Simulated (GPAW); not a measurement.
ZnO (zincite):

```
CELL_PARAMETERS angstrom
3.24931 0.00000 0.00000
-1.62465 2.81398 0.00000
0.00000 0.00000 5.20571
ATOMIC_POSITIONS crystal
Zn 0.66667 0.33333 0.00000
Zn 0.33333 0.66667 0.50000
O 0.33333 0.66667 0.87901
O 0.66667 0.33333 0.37901
```

* Program: GPAW 26.7.0
* Task: relaxation of cell and atoms
* Functional: TPSS
* Potentials or basis: GPAW PAW data sets (gpaw-data 1.2.1)
* Cutoff: 800 eV
* Basis: pw
* k mesh: 6 × 6 × 3
* Occupations: fermi-dirac, width 0.05 eV
* Spin: no spin polarisation

At the start: pressure 3.9 GPa; volume 11.90 Å³/atom.

Question: Where does the relaxation end?

Answer: Over 6 steps the energy falls by 4.2 meV/atom and the volume is 12.23 Å³/atom (+2.8 %); space group P6_3mc (No. 186, to 0.05 Å).

Step by step:
| step | energy change (eV) | largest force (eV/Å) | pressure (GPa) | volume (Å³) |
| --- | --- | --- | --- | --- |
| 1 | 0.0000 | 0.0846 | 3.86 | 47.60 |
| 2 | -0.0037 | 0.0626 | 3.39 | 47.74 |
| 3 | -0.0161 | 0.0462 | 0.49 | 48.72 |
| 4 | -0.0164 | 0.0430 | 0.23 | 48.82 |
| 5 | -0.0167 | 0.0242 | -0.04 | 48.91 |
| 6 | -0.0168 | 0.0071 | -0.07 | 48.92 |

Final structure:
```cif
data_structure
_symmetry_space_group_name_H-M 'P 1'
_symmetry_Int_Tables_number 1
_cell_length_a 3.2774
_cell_length_b 3.2774
_cell_length_c 5.2592
_cell_angle_alpha 90.000
_cell_angle_beta 90.000
_cell_angle_gamma 120.000
_cell_volume 48.92
loop_
_atom_site_label
_atom_site_type_symbol
_atom_site_fract_x
_atom_site_fract_y
_atom_site_fract_z
_atom_site_occupancy
Zn1 Zn 0.66667 0.33333 0.99901 1
Zn2 Zn 0.33333 0.66667 0.49903 1
O1 O 0.33333 0.66667 0.88002 1
O2 O 0.66667 0.33333 0.37997 1
```

Caveat: the k mesh is coarse; later steps reuse the first step's grids; the PAW data sets were made with another functional, which shifts forces and pressure a little.
